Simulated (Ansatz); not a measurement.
Input and command of a calculation in Ansatz (plane waves; scalar-relativistic PAW potentials unless the input names others):

```yaml
crystal:
  lattice:
    - [2.6421154114, 0.0, 0.0]
    - [-1.3210577057, 2.288139066, 0.0]
    - [0.0, 0.0, 2.4969085588]
  atoms:
    - { symbol: Si, position: [0.0, 0.0, 0.0] }
basis:
  ecutwfc: 420
kpoints:
  mp_grid: { grid: [30, 30, 26] }
hamiltonian:
  xc: pbe
scf:
  occupations: { method: gaussian, width: 0.15 }
  convergence: { dr2_threshold: 1.0e-14 }
  max_iter: 100
output:
  forces: true
  eigenvalues: true
  stress: true
```

```bash
ansatz run input.yaml --threads 1 --pin off --max-ram 2560MiB --backend cpu --events-out ev --progress --plain --runs-dir out
```

Abridged log:
```
Basis set: ecut = 420 eV, 315 PW (Γ), exchange–correlation on 36×36×36 points (8 copies of the dense FFT grid, shifted against one another)
Bands: 6, of which v1, the nominal top of the filled ones, is band 2 counted from 1 (1 counted from 0)
Symmetry: 24 space group operations
k-points: 1274 of 23400
SCF iter   1: F=—  HF=-635.506197 eV  |F-HF|=—  |Δ(HF+E_count)|=         —  Δρ=1.18e-3  dr2=1.61e-4  ethr=1.77e-3  ⟨swp⟩=4.9  Hψ=70967  notcnv=0
SCF iter   2: F=—  HF=-635.506210 eV  |F-HF|=—  |Δ(HF+E_count)|=   1.25e-5  Δρ=4.19e-4  dr2=1.10e-5  ethr=4.02e-6  ⟨swp⟩=1.9  Hψ=18991  notcnv=0
SCF iter   3: F=—  HF=-635.506208 eV  |F-HF|=—  |Δ(HF+E_count)|=   1.79e-6  Δρ=1.19e-4  dr2=6.84e-7  ethr=2.74e-7  ⟨swp⟩=2.0  Hψ=10035  notcnv=0
SCF iter   4: F=—  HF=-635.506209 eV  |F-HF|=—  |Δ(HF+E_count)|=   1.45e-6  Δρ=8.70e-6  dr2=1.22e-8  ethr=1.71e-8  ⟨swp⟩=2.4  Hψ=10036  notcnv=0
SCF iter   5: F=—  HF=-635.506209 eV  |F-HF|=—  |Δ(HF+E_count)|=   4.55e-9  Δρ=2.84e-6  dr2=1.30e-9  ethr=3.05e-10  ⟨swp⟩=1.3  Hψ=8141  notcnv=0
SCF iter   6: F=—  HF=-635.506209 eV  |F-HF|=—  |Δ(HF+E_count)|=  4.94e-10  Δρ=4.46e-7  dr2=3.28e-11  ethr=3.24e-11  ⟨swp⟩=2.0  Hψ=9797  notcnv=0
SCF iter   7: F=—  HF=-635.506209 eV  |F-HF|=—  |Δ(HF+E_count)|=  1.16e-11  Δρ=5.61e-8  dr2=5.18e-13  ethr=8.20e-13 (applied; sched 1.00e-12)  ⟨swp⟩=1.8  Hψ=9355  notcnv=0
SCF iter   8: F=—  HF=-635.506209 eV  |F-HF|=—  |Δ(HF+E_count)|=  5.68e-13  Δρ=8.73e-9  dr2=1.26e-14  ethr=1.29e-14 (applied; sched 1.00e-12)  ⟨swp⟩=1.7  Hψ=9093  notcnv=0  defer=2
SCF iter   9: F=-635.506209 eV  HF=-635.506209 eV  |F-HF|=4.55e-13  |Δ(HF+E_count)|=  2.27e-13  Δρ=2.35e-10  dr2=8.89e-18  ethr=1.00e-12  ⟨swp⟩=3.3  Hψ=18295  notcnv=0
SCF 1 converged in 9 iterations: F = -635.506209 eV  dr2 = 8.89e-18
SCF converged after 9 iterations
Free energy (F): -635.506209 eV
Harris-Foulkes:  -635.506209 eV  (|F-HF|=4.55e-13)
Internal energy: -635.502009 eV  (E = F + TS)
E sigma→0 (E₀):  -635.504109 eV
Entropy (-TS):   -0.004200 eV (-4.200 meV/atom)
Fermi energy:    9.866466 eV
--- Forces (eV/Å), atoms counted from 1 ---
  atom   1  Si     0.00000000     0.00000000     0.00000000
--- Stress (GPa, compression-positive) ---
        0.545749       0.000000       0.000000
        0.000000       0.545749       0.000000
        0.000000       0.000000      -1.238952
  P = ⅓ Tr σ = -0.0492 GPa (-0.492 kbar)
```

One setting here is needlessly strict: a threshold far tighter than needed (scf.convergence.dr2_threshold: not typed → 1e-14). It leaves the result as it was and can only cost iterations: the run converged in 9 SCF iterations (reference: 6) with an energy at zero smearing within 0.01 meV/atom of the reference's, pressure -0.05 GPa, largest force 0.000 eV/Å, no gap on the mesh. A reference run from the same start on usual settings converged with pressure -0.05 GPa, largest force 0.000 eV/Å, no gap on the mesh.

Time: 4.3 s on 1 thread of Intel(R) Xeon(R) 6975P-C (Granite Rapids), on a shared host, peak memory 0.47 GiB.